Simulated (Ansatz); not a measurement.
**InSb (Fm-3m), stationary points along a deformation path**

Level of theory: DFT PBEsol, scalar-relativistic, plane waves, PAW in Ansatz. The runs took a 420 eV cutoff, a Γ-centred 16×16×16 mesh and Gaussian smearing (0.15 eV). No spin polarisation. Energies are free energies at this smearing, counted from the undisturbed cell; pressure is positive in compression.

Reference structure (as given, not relaxed at this level; it stands at -2.7 GPa; this rock-salt form isn't the usual structure):

```yaml
crystal:
  lattice:
    - [0.00000, 3.07351, 3.07351]
    - [3.07351, 0.00000, 3.07351]
    - [3.07351, 3.07351, 0.00000]
  atoms:
    - { symbol: In, position: [0.00000, 0.00000, 0.00000] }
    - { symbol: Sb, position: [0.50000, 0.50000, 0.50000] }
```

At fixed volume and fractional coordinates, lengths along (0.577, 0.577, 0.577) are scaled against those across it; ρ is that ratio over its starting value. V = 29.034 Å³/atom. Δσ is the stress along the axis less the mean stress across it (compression positive).

```csv
ρ,ΔE (meV/atom),Δσ (GPa),space group
0.500,116.7,0.00,Pm-3m
0.600,132.5,-0.86,R-3m
0.710,122.8,3.14,R-3m
0.850,29.6,3.42,R-3m
0.930,4.3,1.21,R-3m
1.000,0.0,0.00,Fm-3m
1.080,4.5,-1.13,R-3m
1.200,35.1,-3.78,R-3m
1.410,133.9,-4.30,R-3m
1.700,152.7,1.46,R-3m
2.000,132.7,0.59,R-3m
```

Question: How does the stress give the slope of the energy, and where is the energy stationary?

Answer: Along the path d ln(length) is 2/3 d ln ρ on the axis and −1/3 d ln ρ across it, so dE/d ln ρ = −(2/3) V Δσ: the energy falls with ρ where Δσ is positive. Δσ vanishes or changes sign at ρ = 0.500 (Pm-3m, an end of the scan), at 116.7 meV/atom; between ρ = 0.600 and 0.710, a maximum (near 0.62 by linear interpolation); at ρ = 1.000 (Fm-3m), a minimum at 0.0 meV/atom; between ρ = 1.410 and 1.700, a maximum (near 1.62 by linear interpolation). Pairs of stationary points between two samples would go unseen, and could change a minimum read from distant neighbours into a maximum. At ρ = 0.500, 1.000 the cell is cubic, where symmetry alone makes the stress isotropic and the slope zero.

Question: Which shear constant sets the curvature at ρ = 1?

Answer: For a cubic crystal E/V = (2/3) C (ln ρ)² with C = C44, so Δσ = −2C ln ρ. The parabola of Δσ against ln ρ through ρ = 0.930, 1 and 1.080 gives C ≈ 7.9 GPa with the ions clamped, rough because the steps are large. It is the stress–strain coefficient at this cell's pressure of -2.7 GPa, not the zero-pressure constant.

In a metal these slopes depend on the k mesh and the smearing.

Cost: 11 runs of about 4.2 core-minutes in all, on Intel Xeon Platinum 8259CL (Skylake/Cascade Lake) (shared hosts).